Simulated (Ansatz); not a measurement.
# Ga: frozen-core PAW against all-electron methods

```xyz
2
Lattice="1.3830 -4.0265 0.0000 1.3830 4.0265 0.0000 -0.1174 0.0000 3.3299" Properties=species:S:1:pos:R:3 pbc="T T T"
Ga    1.3536   -2.9716    0.8325
Ga    1.2949    2.9716    2.4974
```

Atoms are numbered in the order listed.

The conventional cell has a = 2.766 Å, b = 8.053 Å, c = 3.332 Å, α = 90.00°, β = 92.02°, γ = 90.00°. Around Ga (atom 1) lie 8 Ga at 2.69 to 2.92 Å.

The structure is an experimental refinement, used without relaxation.

Methods: DFT, PBE, PAW with Ansatz's default frozen-core files, scalar-relativistic (Ansatz 0.2.0); DFT, PBE, all-electron PAW with datasets made for the crystal, scalar-relativistic (Ansatz 0.2.0); DFT, PBE, all-electron LAPW, scalar-relativistic (Ansatz 0.2.0).

For PAW: a Γ-centred 14×14×11 k mesh, Fermi–Dirac smearing of 0.05 eV, cutoff 420 eV, no spin polarisation. The crystal-made all-electron datasets (AE datasets) take a cutoff of 240 eV at this cell. LAPW targets a basis error of 0.5 meV/atom. The Ansatz runs share mesh, smearing and spin set-up. Plane-wave (PAW) pressures include the program's estimate of the Pulay term.

Stress and pressure are positive in compression.

Levels count from the Fermi level.

```
                      quantity     PAW  AE datasets    LAPW
                pressure (GPa)    1.74         1.77    1.77
               stress xx (GPa)    1.78         1.80    1.80
               stress yy (GPa)    1.94         1.96    1.96
               stress zz (GPa)    1.51         1.53    1.53
        force on Ga1, y (eV/Å)   0.187        0.187   0.187
highest filled level at M (eV)  -4.401       -4.401  -4.401
  lowest empty level at M (eV)  10.838       10.844  10.844
highest filled level at A (eV)  -7.791       -7.791  -7.791
  lowest empty level at A (eV)   1.686        1.685   1.686
highest filled level at Y (eV)  -8.608       -8.608  -8.608
  lowest empty level at Y (eV)   3.986        3.987   3.987
```

PAW's pressure differs from the LAPW value by -0.02 GPa.
